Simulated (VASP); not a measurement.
Input of a VASP 6.6.1 run:

INCAR

```
PREC     = Accurate       # precision mode
ENCUT    = 600            # plane-wave cutoff, eV
EDIFF    = 1E-7           # SCF threshold, eV
ISMEAR   = 1              # smearing method
SIGMA    = 0.1            # smearing width, eV
LREAL    = F              # projectors in reciprocal space
LASPH    = T              # aspherical terms in the spheres
NELM     = 80             # most SCF steps
ALGO     = Fast           # electronic algorithm
ISIF     = 4              # what is computed and relaxed
LWAVE    = F              # write WAVECAR
LCHARG   = F              # write CHGCAR
GGA      = PE             # functional
IBRION   = 2              # ionic algorithm
NSW      = 40             # ionic steps
EDIFFG   = -0.01          # ionic threshold
```

File KPOINTS:

```
regular mesh
0
Gamma
  15 15 8
```

The input POSCAR:

```
Ti                                      
1.0
    2.8973808399      0.0000000000      0.0000000000
   -1.4486904199      2.5092054118     -0.0000000000
    0.0000000000     -0.0000000000      4.5823068406
  Ti            
     2
Direct
     0.3333333332999970    0.6666666667000030    0.2500000000000000
     0.6666666667000030    0.3333333332999970    0.7500000000000000
```

Potentials or basis: VASP PAW PBE potentials, release 64 (Ti_sv).

Launch:

```console
$ cat potpaw_PBE.64/Ti_sv/POTCAR > POTCAR
$ mpirun -np 1 vasp_std > vasp.out
```

(1) What does it give for the band gap on the k mesh?

Answers

(1) none (metal or under the smearing width).

Caveat: the relaxation stopped at its first step, so nothing moved.
